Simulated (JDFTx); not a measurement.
Crystal: TiTe.

```
CELL_PARAMETERS angstrom
0.00000 3.31060 3.31060
3.31060 0.00000 3.31060
3.31060 3.31060 0.00000
ATOMIC_POSITIONS crystal
Ti 0.00000 0.00000 0.00000
Te 0.25000 0.25000 0.25000
```

The cell comes from a database or a generator and needn't be the stable form of this composition.

* Program: JDFTx 1.7.0 (patched build)
* Task: relaxation of cell and atoms
* Functional: PBE
* Potentials or basis: PseudoDojo-SR-PBE-0.5-stringent (Ti) + PseudoDojo-SR-PBE-0.4-stringent (Te) with smoothed tails
* Cutoff: 1469 eV
* Density cutoff: 11755 eV
* k mesh: 4 × 4 × 4
* Occupations: fermi-dirac, width 0.05 eV
* Spin: no spin polarisation

At the start: pressure -6.2 GPa; volume 36.28 Å³/atom.

Task: How do energy, volume and symmetry change on relaxing?

Result: Over 7 steps the energy falls by 128.0 meV/atom and the volume is 30.60 Å³/atom (-15.7 %); space group F-43m (No. 216, to 0.05 Å).

Step by step:
```csv
step,energy change (eV),largest force (eV/Å),pressure (GPa),volume (Å³)
1,0.0000,0.0000,-6.17,72.57
2,-0.0891,0.0000,-5.31,70.09
3,-0.2415,0.0000,2.14,58.94
4,-0.2559,0.0000,-0.21,61.43
5,-0.2560,0.0000,-0.01,61.20
6,-0.2560,0.0000,0.01,61.18
7,-0.2560,0.0000,-0.01,61.19
```

Final structure:
```xyz
2
Lattice="0.0000 3.1277 3.1277 3.1277 0.0000 3.1277 3.1277 3.1277 0.0000" Properties=species:S:1:pos:R:3 pbc="T T T"
Ti    0.0000    0.0000    0.0000
Te    1.5638    1.5638    1.5638
```

Caveat: the k mesh is coarse (spacing up to 0.41 Å⁻¹), so the values aren't converged; the volume moved by over 15 % at a fixed basis, so the end points are rough; the plane waves are those of the starting cell, so after so large a change of volume the result is rough.
